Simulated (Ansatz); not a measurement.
Runs of Ansatz 0.2.0 on I. It takes space group Cmce (No. 64, orthorhombic). The conventional cell has a = 7.270 Å, b = 4.790 Å, c = 9.793 Å, α = 90.00°, β = 90.00°, γ = 90.00°. I (site symmetry m) is surrounded by 1 I at 2.68 Å. 

```csv
task,level,potentials or basis,k mesh,cutoff (eV),smearing,atoms under strain,points for each segment of the path,mesh quality,gap on the mesh (eV),pressure (GPa),largest force (eV/Å)
elastic constants,PBEsol,Ansatz PAW,6 × 6 × 3,420,fixed,relaxed,-,not flagged,1.01,-1.2,-
band structure,PBE,Ansatz PAW,7 × 7 × 3,420,fermi-dirac 0.05 eV,-,14,not flagged,1.33,1.8,0.86
single point,PBE,Ansatz PAW,2 × 2 × 1,420,fermi-dirac 0.05 eV,-,-,coarse,1.32,1.8,1.01
band structure,PBE,PseudoDojo standard (PBE files),7 × 7 × 3,952,fermi-dirac 0.05 eV,-,14,not flagged,(c),(b),0.81
band structure,LDA,Ansatz PAW,7 × 7 × 3,420,fermi-dirac 0.05 eV,-,14,not flagged,1.23,-0.9,(a)
```

Alike in all rows: no spin polarisation; cell as given.

Q: Estimate the missing entries.

A: (a) 0.73; (b) 1.6; (c) 1.30.

Caveats: some runs use coarse meshes; spin-orbit coupling is left out, which moves the levels of the heavy elements; the PAW data sets come from PBE, with cores solved anew for the run's functional, which leaves a small shift of forces and pressure (some runs); odd divisions of the mesh miss points on the zone boundary, where band edges often lie, so the gap on the mesh can be too wide (some runs); forces of over 1 eV/Å show positions far from the minimum, so gaps and moduli don't describe the material at rest (some runs).

A k mesh can miss the band edges, and the runs leave out spin-orbit coupling on I.

The runs don't all hold the same shells in valence.
